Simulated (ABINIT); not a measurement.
Here is an ABINIT 10.8.3 (patched build) calculation.

run.abi

```
# Pseudopotentials
pp_dirpath "./"
pseudos "Rh.GGA_PBE-JTH.xml"

# Structure
acell 2.6839652093 2.6839652093 2.6839652093 Angstrom
rprim
     0.0000000000     0.7071067812     0.7071067812
     0.7071067812     0.0000000000     0.7071067812
     0.7071067812     0.7071067812     0.0000000000
ntypat 1
znucl 45
natom 1
typat 1
xred
     0.0000000000     0.0000000000     0.0000000000
chkprim 0
chksymtnons 0
tolsym 1.0e-6

# Plane-wave basis
ecut 16.0
pawecutdg 32.0
pawxcdev 0

# k points
kptopt 1
ngkpt 12 12 12
nshiftk 1
shiftk 0.0 0.0 0.0

# Exchange and correlation
ixc 11

# Bands and occupations
nband 13
occopt 3
tsmear 0.05 eV

# SCF cycle
nstep 100
tolvrs 1.0e-9

# Output
iomode 3
prtwf 0
prtden 0
prteig 0
prtebands 0
enunit 2

# Relaxation
ionmov 2
ntime 60
tolmxf 0.0001
optcell 2
dilatmx 1.08
ecutsm 0.5
```

Potentials or basis: JTH PAW PBE v2.0.

Launch:

```sh
$ abinit run.abi > log 2>&1
```

(1) Estimate the space group after relaxing (to 0.05 Å).

(2) Predict the relaxed volume.

(3) Estimate the relaxed cell.

(4) Estimate the band gap on the k mesh.

Results:

(1) Fm-3m (No. 225).

(2) 14.04 Å³/atom.

(3) a = 2.708 Å, b = 2.708 Å, c = 2.708 Å, α = 60.00°, β = 60.00°, γ = 60.00°.

(4) none (metal or under the smearing width).
